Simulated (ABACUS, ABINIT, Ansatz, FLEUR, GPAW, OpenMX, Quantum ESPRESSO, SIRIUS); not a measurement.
## SnO2: band gap by level of theory

**What was measured.** The band gap of SnO2 (Cassiterite) (P4_2/mnm) is reported as 3.6 eV (pmc:6679235, doi:10.3390/ma12142315). The runs below try to reproduce it.

Space group P4_2/mnm (No. 136). a = 4.738 Å, b = 4.738 Å, c = 3.187 Å, α = 90.00°, β = 90.00°, γ = 90.00°
| atom | site | symmetry | x | y | z |
| --- | --- | --- | --- | --- | --- |
| Sn | 2a | m.mm | 0.5000 | 0.5000 | 0.5000 |
| O | 4f | m.2m | 0.8071 | 0.1929 | 0.5000 |

```csv
rung,level,program and potentials,cutoff (eV),k mesh,smearing,task,core time,chip,band gap (eV),miss (eV),notes
LDA,LDA,"Ansatz, all-electron LAPW, scalar-relativistic",-,6 × 6 × 8,fermi-dirac 0.05,band structure,51 s,Intel Xeon 6975P-C Granite Rapids,1.14,-2.46,-
LDA,LDA,"FLEUR, all-electron, FLAPW",-,6 × 6 × 8,fermi-dirac 0.05,band structure,4 min,Intel Xeon 6975P-C Granite Rapids,1.13,-2.47,-
GGA,PBEsol,"ABINIT, JTH PAW PBE v2.0",626,6 × 6 × 8,fermi-dirac 0.05,band structure,4.3 min,Intel Xeon Platinum 8375C Ice Lake,1.18,-2.42,potentials made for PBE
GGA,PBE,"ABACUS, PseudoDojo NC SR 0.4.1 PBE standard, plane waves",1143,6 × 6 × 8,fermi-dirac 0.05,single point,4.3 min,AMD EPYC 7R43 Zen 3,1.27,-2.33,-
model potential,TB-mBJ,"GPAW, GPAW PAW data sets for LDA (gpaw-data 1.2.1)",800,4 × 4 × 6,fermi-dirac 0.05,single point,5.1 min,Intel Xeon Platinum 8488C Sapphire Rapids,3.16,-0.44,potentials made for LDA
LDA,LDA,"Quantum ESPRESSO, GBRV 1.5 LDA",925,6 × 6 × 8,fermi-dirac 0.05,band structure,5.8 min,Arm Neoverse V1,1.15,-2.45,-
GGA,PBEsol,"Quantum ESPRESSO, GBRV 1.5 PBEsol",925,6 × 6 × 8,fermi-dirac 0.05,band structure,6.9 min,Intel Xeon Platinum 8259CL Skylake/Cascade Lake,1.19,-2.41,-
GGA,PBEsol,"SIRIUS, PseudoDojo 0.4.1 PBEsol standard (scalar relativistic)",1152,6 × 6 × 8,fermi-dirac 0.05,single point,11 min,Intel Xeon Skylake/Cascade Lake,1.16,-2.44,-
GGA,PBE,"OpenMX, OpenMX 2013 PBE set, Sn7.0-s3p2d2f1, O6.0-s3p2d2, grid cutoff 500 Ry",-,7 × 7 × 9,fermi-dirac 0.05,band structure,11 min,Arm Neoverse V1,no gap,no gap,atomic basis; from the band path
```

Times are single runs on shared hosts and different chips, so they are rough; meshes, cutoffs and the tasks' sizes weigh on the time. All rows: no spin polarisation. Gaps are the least found on the k mesh or the band path, and a mesh can miss the band edges. Smearing widths are in eV. The cell comes from a database and isn't always the measured one. Meshes differ between rows, which moves values too. All levels ran on this one cell, unrelaxed unless noted. Meshes are those of the run's cell of 6 atoms unless a note names another. Misses use the values as printed. Runs on faulty files, with rough fits or with known faults for this quantity aren't shown. No row holds spin-orbit coupling.

By rung: LDA 1.13 to 1.15; GGA 1.16 to 1.27; model potential 3.16; GGA in atomic bases no gap (eV). Measured: 3.6 eV (pmc:6679235, doi:10.3390/ma12142315). Closest, coarse meshes and atomic bases left aside, is TB-mBJ (-0.44 eV), and PBE misses by -2.33 eV on plain settings. LDA and GGA gaps fall short mostly because these functionals lack the derivative discontinuity; the runs are for a static lattice, while measurements hold temperature and zero-point motion.

Apart from the OpenMX row, LDA and GGA agree closely, at 1.13 to 1.27 eV, so gradient corrections hardly alter the gap on this fixed cell. TB-mBJ opens it to 3.16 eV, recovering most of the shortfall against experiment. The valence band top of SnO2 is mainly O p in character, while the conduction band minimum is a dispersive, antibonding state with strong Sn s character. The TB-mBJ potential responds to the local kinetic-energy density and so can shift these unlike states apart, which a semilocal correction to the energy does far less effectively.

The missing gap in OpenMX contradicts both the known insulating character of SnO2 and the plane-wave PBE result of 1.27 eV. It is therefore probably an artefact of the atomic basis or its potentials, not a failure of PBE itself. Because the direct transition at the band edges is dipole-forbidden in rutile SnO2, an optical onset can lie above the fundamental gap, so the remaining TB-mBJ miss isn't necessarily all error in the potential.
